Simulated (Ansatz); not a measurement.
**GaSb: short molecular dynamics**

The task, for GaSb: follow short trajectories in a supercell.

The COD entry's cell or inner coordinates are ideal or old and differ from later refinements, so a difference from it is no clean test against experiment.

Program: Ansatz 0.2.0. Level of theory: DFT PBEsol, scalar-relativistic, plane waves, PAW. These are calculated values, not measurements.

### Step 1. Starting point

It takes space group F-43m (No. 216, cubic). The conventional cell has a = 6.118 Å, b = 6.118 Å, c = 6.118 Å, α = 90.00°, β = 90.00°, γ = 90.00°. Ga (site symmetry -43m) is surrounded by 4 Sb at 2.65 Å. Around Sb (site symmetry -43m) lie 4 Ga at 2.65 Å.

As a file:

```cif
data_structure
_symmetry_space_group_name_H-M 'P 1'
_symmetry_Int_Tables_number 1
_cell_length_a 8.6522
_cell_length_b 8.6522
_cell_length_c 8.6522
_cell_angle_alpha 60.000
_cell_angle_beta 60.000
_cell_angle_gamma 60.000
_cell_volume 457.99
loop_
_atom_site_label
_atom_site_type_symbol
_atom_site_fract_x
_atom_site_fract_y
_atom_site_fract_z
_atom_site_occupancy
Ga1 Ga 0.00000 0.00000 0.00000 1
Ga2 Ga 0.50000 0.00000 0.00000 1
Ga3 Ga 0.00000 0.50000 0.00000 1
Ga4 Ga 0.00000 0.00000 0.50000 1
Ga5 Ga 0.50000 0.50000 0.00000 1
Ga6 Ga 0.50000 0.00000 0.50000 1
Ga7 Ga 0.00000 0.50000 0.50000 1
Ga8 Ga 0.50000 0.50000 0.50000 1
Sb1 Sb 0.62500 0.62500 0.12500 1
Sb2 Sb 0.12500 0.62500 0.12500 1
Sb3 Sb 0.62500 0.12500 0.12500 1
Sb4 Sb 0.62500 0.62500 0.62500 1
Sb5 Sb 0.12500 0.12500 0.12500 1
Sb6 Sb 0.12500 0.62500 0.62500 1
Sb7 Sb 0.62500 0.12500 0.62500 1
Sb8 Sb 0.12500 0.12500 0.62500 1
```

The cell is taken as given, not relaxed at this level.

### Step 2. Reference: the perfect supercell

Contents of input.yaml:

```yaml
crystal:
  lattice:
    - [-6.118, 6.118, 0.0]
    - [-6.118, 0.0, 6.118]
    - [0.0, 6.118, 6.118]
  atoms:
    - { symbol: Ga, position: [0.0, 0.0, 0.0] }
    - { symbol: Ga, position: [0.5, 0.0, 0.0] }
    - { symbol: Ga, position: [0.0, 0.5, 0.0] }
    - { symbol: Ga, position: [0.0, 0.0, 0.5] }
    - { symbol: Ga, position: [0.5, 0.5, 0.0] }
    - { symbol: Ga, position: [0.5, 0.0, 0.5] }
    - { symbol: Ga, position: [0.0, 0.5, 0.5] }
    - { symbol: Ga, position: [0.5, 0.5, 0.5] }
    - { symbol: Sb, position: [0.625, 0.625, 0.125] }
    - { symbol: Sb, position: [0.125, 0.625, 0.125] }
    - { symbol: Sb, position: [0.625, 0.125, 0.125] }
    - { symbol: Sb, position: [0.625, 0.625, 0.625] }
    - { symbol: Sb, position: [0.125, 0.125, 0.125] }
    - { symbol: Sb, position: [0.125, 0.625, 0.625] }
    - { symbol: Sb, position: [0.625, 0.125, 0.625] }
    - { symbol: Sb, position: [0.125, 0.125, 0.625] }
  symmetry: { detect: false }
basis:
  ecutwfc: 420
kpoints:
  mp_grid: { grid: [2, 2, 2], shift: [0.5, 0.5, 0.5] }
hamiltonian:
  xc: pbesol
scf:
  occupations: { method: gaussian, width: 0.1 }
output:
  forces: true
  stress: true
  eigenvalues: true
```

Started as:

```sh
$ ansatz run input.yaml --threads 4 --pin off --max-ram 5120MiB --backend cpu --events-out ev --progress --plain --runs-dir out
```

What it wrote (excerpt; [...] marks lines left out):

```text
Warning: RAYON_NUM_THREADS=4 ignored (pool sized by the plan → 4); use --threads N
[...]
Pseudopotentials: kind: paw
Pseudopotential: Ga, paw, valence charge 13, recommended cutoff 420 eV (normal), Ga.paw.azcp
Pseudopotential: Sb, paw, valence charge 15, recommended cutoff 420 eV (normal), Sb.paw.azcp
Functional definition: PBEsol
[...]
Crystal: 16 atoms, lattice volume = 457.993 Å³
Basis set: ecut = 420 eV, 8873 PW (Γ), exchange–correlation on 120×120×120 points (8 copies of the dense FFT grid, shifted against one another)
Bands: 135, of which v1, the nominal top of the filled ones, is band 112 counted from 1 (111 counted from 0)
Symmetry: 1 space group operations
k-points: 4 of 8 (time reversal used)
[...]
SCF iter   1: F=—  HF=-81212.257119 eV  |F-HF|=—  |Δ(HF+E_count)|=         —  Δρ=3.19e-3  dr2=5.53e-2  ethr=1.77e-3  ⟨swp⟩=6.2  Hψ=2051  notcnv=0
[...]
SCF iter   9: F=-81212.227325 eV  HF=-81212.227325 eV  |F-HF|=2.99e-8  |Δ(HF+E_count)|=   1.31e-8  Δρ=3.12e-6  dr2=3.24e-8  ethr=4.46e-11  ⟨swp⟩=8.8  Hψ=2109  notcnv=0
[...]
SCF converged after 9 iterations
Free energy (F): -81212.227325 eV
[...]
E sigma→0 (E₀):  -81212.227325 eV
Entropy (-TS):   -0.000000 eV (-0.000 meV/atom)
Fermi energy:    7.666758 eV
[...]
--- Forces (eV/Å), atoms counted from 1 ---
  atom   1  Ga    -0.00177693     0.00177404     0.00177950
  atom   2  Ga    -0.00177547     0.00177270     0.00177622
  atom   3  Ga    -0.00177007     0.00177605     0.00177254
  atom   4  Ga    -0.00177615     0.00177006     0.00177540
  atom   5  Ga    -0.00177295     0.00177914     0.00177350
  atom   6  Ga    -0.00177943     0.00177317     0.00177677
  atom   7  Ga    -0.00177314     0.00177601     0.00177248
  atom   8  Ga    -0.00177258     0.00177543     0.00176996
[...]
--- Stress (GPa, compression-positive) ---
       -0.201690       0.697371       0.697371
        0.697371      -0.201690      -0.697371
        0.697371      -0.697371      -0.201690
  P = ⅓ Tr σ = -0.2017 GPa (-2.017 kbar)
--- Band table (eV) ---
[...]
```

Wall time 6.5 s (4 threads of Arm Neoverse V2, shared host); peak memory 1.4 GiB.

### Step 3. The perfect supercell under the smearing of the next run

input.yaml: that of step 2 with these lines changed.

```diff
@@ -22,3 +22,2 @@
     - { symbol: Sb, position: [0.125, 0.125, 0.625] }
-  symmetry: { detect: false }
 basis:
@@ -30,3 +29,3 @@
 scf:
-  occupations: { method: gaussian, width: 0.1 }
+  occupations: { method: fermi_dirac, width: 0.1551 }
 output:
```

Started as:

```sh
$ ansatz run input.yaml --threads 4 --pin off --max-ram 5120MiB --backend cpu --events-out ev --progress --plain --runs-dir out
```

What it wrote (excerpt; [...] marks lines left out):

```text
[...]
SCF converged after 8 iterations
Free energy (F): -81212.251409 eV
[...]
E sigma→0 (E₀):  -81212.209874 eV
Entropy (-TS):   -0.083071 eV (-5.192 meV/atom)
Fermi energy:    7.719287 eV
[...]
--- Forces (eV/Å), atoms counted from 1 ---
  atom   1  Ga     0.00225075    -0.00225075    -0.00225075
  atom   2  Ga     0.00225075    -0.00225075    -0.00225075
  atom   3  Ga     0.00225075    -0.00225075    -0.00225075
  atom   4  Ga     0.00225075    -0.00225075    -0.00225075
  atom   5  Ga     0.00225075    -0.00225075    -0.00225075
  atom   6  Ga     0.00225075    -0.00225075    -0.00225075
  atom   7  Ga     0.00225075    -0.00225075    -0.00225075
  atom   8  Ga     0.00225075    -0.00225075    -0.00225075
[...]
--- Stress (GPa, compression-positive) ---
       -0.136844       0.752585       0.752585
        0.752585      -0.136844      -0.752585
        0.752585      -0.752585      -0.136844
  P = ⅓ Tr σ = -0.1368 GPa (-1.368 kbar)
--- Band table (eV) ---
[...]
```

Run time: 3.7 s. Hardware: 4 threads of Arm Neoverse V2, shared host; peak memory 0.93 GiB.

### Step 4. Molecular dynamics, 1800 K

15 steps of 6 fs with a Nosé–Hoover thermostat, velocities drawn for 1800 K, at 1.06 times the reference volume.

input.yaml: that of step 3 with these lines changed.

```diff
@@ -2,5 +2,5 @@
   lattice:
-    - [-6.118, 6.118, 0.0]
-    - [-6.118, 0.0, 6.118]
-    - [0.0, 6.118, 6.118]
+    - [-6.2379912476, 6.2379912476, 0.0]
+    - [-6.2379912476, 0.0, 6.2379912476]
+    - [0.0, 6.2379912476, 6.2379912476]
   atoms:
@@ -30,2 +30,4 @@
   occupations: { method: fermi_dirac, width: 0.1551 }
+  lower_state_search: "off"
+  convergence: { dr2_threshold: 1.0e-07 }
 output:
@@ -33,2 +35,8 @@
   stress: true
-  eigenvalues: true
+md:
+  timestep: 6.0
+  n_steps: 15
+  ensemble: nvt_nose_hoover
+  temperature: 1800.0
+  initial_velocities: maxwell_boltzmann
+  seed: 34125
```

Started as:

```sh
$ ansatz run input.yaml --threads 4 --pin off --max-ram 5120MiB --backend cpu --events-out ev --progress --plain --runs-dir out
```

What it wrote (excerpt; [...] marks lines left out):

```text
Warning: md: disabling space-group detection — thermal motion breaks the input geometry's symmetry, so no spatial operation reduces the k-mesh or symmetrises the density; time reversal is kept, so that k and −k are solved as one point where they differ and the mesh holds both, and exact [...]
Warning: output.stress: scf.convergence.dr2_threshold = 1e-7 eV (the SCF's general default) is looser than the 1.6e-9 eV advised for a printed stress (1e-10 eV for each atom of the cell: 16). What an SCF threshold leaves in a stress goes as its square root, and in the free energy as the [...]
Warning: RAYON_NUM_THREADS=4 ignored (pool sized by the plan → 4); use --threads N
band count auto-derived: 139 (N_el = 224.0; filled up to band 112; 135 by the electrons, moments and atoms)
[...]
[... 4 set-up lines as earlier in the session ...]
[...]
Crystal: 16 atoms, lattice volume = 485.472 Å³
Basis set: ecut = 420 eV, 9409 PW (Γ), exchange–correlation on 120×120×120 points (8 copies of the dense FFT grid, shifted against one another)
Bands: 139, of which v1, the nominal top of the filled ones, is band 112 counted from 1 (111 counted from 0)
[... 1 set-up line as earlier in the session ...]
k-points: 4 of 8 (time reversal used)
[...]
SCF iter   1: F=—  HF=-81212.025622 eV  |F-HF|=—  |Δ(HF+E_count)|=         —  Δρ=3.21e-3  dr2=6.16e-2  ethr=1.77e-3  ⟨swp⟩=6.2  Hψ=2064  notcnv=0
[...]
md step     0: t =     0.00 fs  T =  1800.0 K  F+E_penalty+E_count = -81211.99625162 eV  E_kin = 3.490020 eV  conserved = -81208.50623165 eV  P_inst = -1.8690 GPa  (8 SCF iters)
[...]
md step     3: t =    18.00 fs  T =  1377.4 K  F+E_penalty+E_count = -81211.16494958 eV  E_kin = 2.670605 eV  conserved = -81208.49852723 eV  P_inst = -1.4400 GPa  (9 SCF iters)
[...]
md step     4: t =    24.00 fs  T =  1122.4 K  F+E_penalty+E_count = -81210.65768413 eV  E_kin = 2.176312 eV  conserved = -81208.49234255 eV  P_inst = -1.1823 GPa  (9 SCF iters)
[...]
SCF iter   2: F=—  HF=-81210.178294 eV  |F-HF|=—  |Δ(HF+E_count)|=   2.67e-5  Δρ=1.91e-4  dr2=5.84e-5  ethr=1.02e-7  ⟨swp⟩=2.0  Hψ=699  notcnv=0  defer=5
```

### Step 5. The log goes on: dynamics (nvt_nose_hoover) at 1800 K, volume x 1.06

The log, continued (excerpt; [...] marks lines left out):

```text
SCF iter   3: F=—  HF=-81210.178044 eV  |F-HF|=—  |Δ(HF+E_count)|=   2.51e-4  Δρ=3.82e-5  dr2=8.86e-6  ethr=2.61e-8  ⟨swp⟩=2.0  Hψ=804  notcnv=0  defer=5
[...]
md step     5: t =    30.00 fs  T =   883.7 K  F+E_penalty+E_count = -81210.17804008 eV  E_kin = 1.713431 eV  conserved = -81208.48632356 eV  P_inst = -0.9533 GPa  (7 SCF iters)
[...]
md step     7: t =    42.00 fs  T =   624.2 K  F+E_penalty+E_count = -81209.63844557 eV  E_kin = 1.210172 eV  conserved = -81208.48221841 eV  P_inst = -0.7839 GPa  (4 SCF iters)
[...]
md step     9: t =    54.00 fs  T =   727.4 K  F+E_penalty+E_count = -81209.79022611 eV  E_kin = 1.410277 eV  conserved = -81208.48905965 eV  P_inst = -1.0854 GPa  (4 SCF iters)
[...]
md step    11: t =    66.00 fs  T =  1018.6 K  F+E_penalty+E_count = -81210.25591077 eV  E_kin = 1.974949 eV  conserved = -81208.49531144 eV  P_inst = -1.6241 GPa  (5 SCF iters)
[...]
E sigma→0 (E₀):  -81210.539021 eV
Entropy (-TS):   -0.182738 eV (-11.421 meV/atom)
Fermi energy:    6.894292 eV
[...]
--- Forces (eV/Å), atoms counted from 1 ---
  atom   1  Ga    -0.06948732    -0.41471165    -0.87378032
  atom   2  Ga     0.14063129     0.03906603     0.22367134
  atom   3  Ga    -0.22321922     0.20441230    -0.32231421
  atom   4  Ga     0.11798586     0.35623180     0.77937273
  atom   5  Ga    -0.67759485    -0.79044097     0.07296502
  atom   6  Ga    -0.27205482     0.05529401     0.19932048
  atom   7  Ga    -0.15724799    -0.43465303     0.73594884
  atom   8  Ga    -0.05592146    -0.45878124     0.17311642
[...]
--- Stress (GPa, compression-positive) ---
       -2.720434       0.776614       0.346082
        0.776614      -2.858025      -0.986502
        0.346083      -0.986502      -3.273726
  P = ⅓ Tr σ = -2.9507 GPa (-29.507 kbar)
--- MD trajectory: 15 steps, t = 0.0 → 90.0 fs ---
  final state: T = 1408.5 K   F+E_penalty+E_count = -81210.63038994 eV   E_kin = 2.730996 eV
  conserved energy: peak-to-peak 2.401e-2 eV (1.501e-3 eV/atom) over 90.0 fs
```

Run time: 2 min. Hardware: 4 threads of Arm Neoverse V2, shared host; peak memory 1.6 GiB.

### Step 6. The trajectory in numbers

Step by step (energy changes from step 0; pressure with its kinetic part):

```
time (fs)  T (K)  potential (meV/atom)  conserved (meV/atom)  pressure (GPa)
      0.0   1800                   0.0                  0.00            -1.9
      6.0   1748                   6.4                  0.02            -1.8
     12.0   1599                  24.6                  0.19            -1.7
     18.0   1377                  52.0                  0.48            -1.4
     24.0   1122                  83.7                  0.87            -1.2
     30.0    884                 113.6                  1.24            -1.0
     36.0    708                 136.1                  1.48            -0.8
     42.0    624                 147.4                  1.50            -0.8
     48.0    637                 147.1                  1.33            -0.9
     54.0    727                 137.9                  1.07            -1.1
     60.0    865                 123.8                  0.84            -1.3
     66.0   1019                 108.8                  0.68            -1.6
     72.0   1164                  95.9                  0.61            -1.9
     78.0   1283                  87.2                  0.59            -2.1
     84.0   1367                  83.5                  0.61            -2.2
     90.0   1408                  85.4                  0.66            -2.3
```

Frames as positions (Å) and forces (eV/Å):

```xyz
16
Lattice="-6.238 6.238 0.000 -6.238 0.000 6.238 0.000 6.238 6.238" Properties=species:S:1:pos:R:3:forces:R:3 pbc="T T T" time_fs=60.0 T_K=865
Ga   -0.066    0.063    0.299    0.431    0.395   -0.201
Ga   -3.183    2.960   -0.038    0.839   -0.066    0.029
Ga   -3.313   -0.249    3.284    0.337   -0.159    0.478
Ga    0.139    3.114    2.831   -1.669    0.317    0.376
Ga   -6.198    3.157    2.908    0.328    0.230    1.053
Ga   -3.208    6.356    3.185    1.006   -0.875   -0.289
Ga   -3.241    3.229    6.005    1.637   -0.409   -0.080
Ga   -6.299    6.392    6.139    0.294    0.062    0.486
Sb   -7.700    4.674    4.737   -0.458   -0.913   -0.211
Sb   -4.753    1.441    4.782   -0.389    0.651   -0.539
Sb   -4.610    4.689    1.407    0.513   -0.079    0.995
Sb   -7.802    7.876    7.871   -0.741   -0.250   -1.016
Sb   -1.669    1.281    1.907   -0.361    1.542   -0.805
Sb   -4.597    4.590    7.683   -0.552    1.354   -0.491
Sb   -4.798    7.944    4.430    0.398   -0.575    1.668
Sb   -1.259    4.892    4.804   -1.612   -1.226   -1.453
16
Lattice="-6.238 6.238 0.000 -6.238 0.000 6.238 0.000 6.238 6.238" Properties=species:S:1:pos:R:3:forces:R:3 pbc="T T T" time_fs=90.0 T_K=1408
Ga    0.017    0.213    0.483   -0.069   -0.415   -0.874
Ga   -3.057    2.854   -0.058    0.141    0.039    0.224
Ga   -3.357   -0.415    3.463   -0.223    0.204   -0.322
Ga   -0.090    3.187    2.727    0.118    0.356    0.779
Ga   -6.064    3.268    3.018   -0.678   -0.790    0.073
Ga   -3.053    6.248    3.152   -0.272    0.055    0.199
Ga   -2.997    3.202    5.850   -0.157   -0.435    0.736
Ga   -6.268    6.496    6.180   -0.056   -0.459    0.173
Sb   -7.700    4.575    4.740    0.255   -0.232    0.551
Sb   -4.841    1.436    4.781    0.402    0.872   -0.341
Sb   -4.534    4.690    1.425    0.632   -0.220    0.489
Sb   -7.910    7.869    7.787    0.473    0.641   -0.250
Sb   -1.762    1.279    2.011   -0.675    0.908   -0.759
Sb   -4.621    4.686    7.584   -0.186    0.120   -0.311
Sb   -4.829    7.972    4.477    0.567   -0.445    0.030
Sb   -1.278    4.863    4.702   -0.271   -0.200   -0.397
```

Pair distribution functions g(r) over the second half, up to half the cell's height:

```
r (Å)  Ga-Sb
 2.35    0.0
 2.45    1.0
 2.55    3.6
 2.65    8.7
 2.75    6.8
 2.85    3.5
 2.95    2.3
 3.05    0.2
 3.15    0.0
 3.25    0.0
 3.35    0.0
 3.45    0.0
 3.55    0.0
```

### Step 7. Results

```
                                                 quantity                 value
               mean temperature, second half (1800 K run)  1059 K, spread 275 K
                  mean pressure, second half (1800 K run)              -1.7 GPa
mean potential energy above the perfect cell (1800 K run)          125 meV/atom
       mean square move, first to last frame (1800 K run)   Ga 0.15, Sb 0.09 Å²
      largest change of the conserved energy (1800 K run)         1.50 meV/atom
```

Over the second half of the 1800 K run the temperature averages 1059 K, with a standard deviation of 275 K. The conserved energy moves by 1.50 meV/atom, 0.6 % of the kinetic energy at the starting temperature, which is small. Among the stored frames no atom gets farther than 0.6 Å from its first place (drift of the whole removed), against a shortest distance of 2.70 Å, so within this short run the atoms stay near their sites. The time step is on the long side for these atoms. The trajectories are far too short for converged averages. These runs have no spin-orbit coupling; with Sb it would split and shift bands.
